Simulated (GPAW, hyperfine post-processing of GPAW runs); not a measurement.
# Reading the 17O spectrum of K3NiO2

Calculated values: DFT, revPBE+U, plane-wave PAW, GPAW setups, collinear spin, scalar-relativistic (GPAW), contact and point-dipole shifts scaled to 340 K with Θ = 0 K (a pure Curie law); spin-only moments, above the ordering temperature.

```cif
data_structure
_symmetry_space_group_name_H-M 'P 1'
_symmetry_Int_Tables_number 1
_cell_length_a 6.1134
_cell_length_b 6.1134
_cell_length_c 7.0411
_cell_angle_alpha 90.000
_cell_angle_beta 90.000
_cell_angle_gamma 90.000
_cell_volume 263.16
loop_
_atom_site_label
_atom_site_type_symbol
_atom_site_fract_x
_atom_site_fract_y
_atom_site_fract_z
_atom_site_occupancy
Ni1 Ni 0.00000 0.00000 0.00000 1
Ni2 Ni 0.50000 0.50000 0.50000 1
K3 K 0.50000 0.50000 0.00000 1
K4 K 0.00000 0.00000 0.50000 1
K5 K 0.50000 0.00000 0.25000 1
K6 K 0.00000 0.50000 0.75000 1
K7 K 0.50000 0.00000 0.75000 1
K8 K 0.00000 0.50000 0.25000 1
O9 O 0.20764 0.79236 0.00000 1
O10 O 0.79236 0.20764 0.00000 1
O11 O 0.29236 0.29236 0.50000 1
O12 O 0.70764 0.70764 0.50000 1
```

17O MAS at 9.4 T (54.3 MHz), 30 kHz, 340 K; contact and dipolar shift alone, no orbital or quadrupolar part; lines under 1.5 % of the strongest are left out. Lines of the NMR spectrum (strongest = 100):

```
position (ppm)  intensity
       -1411.7         10
        -859.0        100
        -306.3        7.5
         246.4        2.1
```

Q: Find the isotropic shifts among the lines and assign them to the O sites.

Sidebands are spaced by 553 ppm (the spinning rate over the resonance of 54.3 MHz). An isotropic line need not be the tallest: it is the area-weighted centre of its own family of sidebands, and the one that stays put when the rate is changed. Isotropic shifts: -859 ppm for atom 9 and the 3 atoms equivalent to it (bonded to 1 Ni at 1.80 Å), reduced anisotropy 620 ppm.

[Logs are printed without paths, hosts, clocks, repeated set-up lines and the standing remarks that a program may print on its own settings, such as how far it seeks lower states.]

[Hosts, paths, dates, database ids (printed as entryN), source tags and the programs' standing remarks are cut or masked in the printed files.]
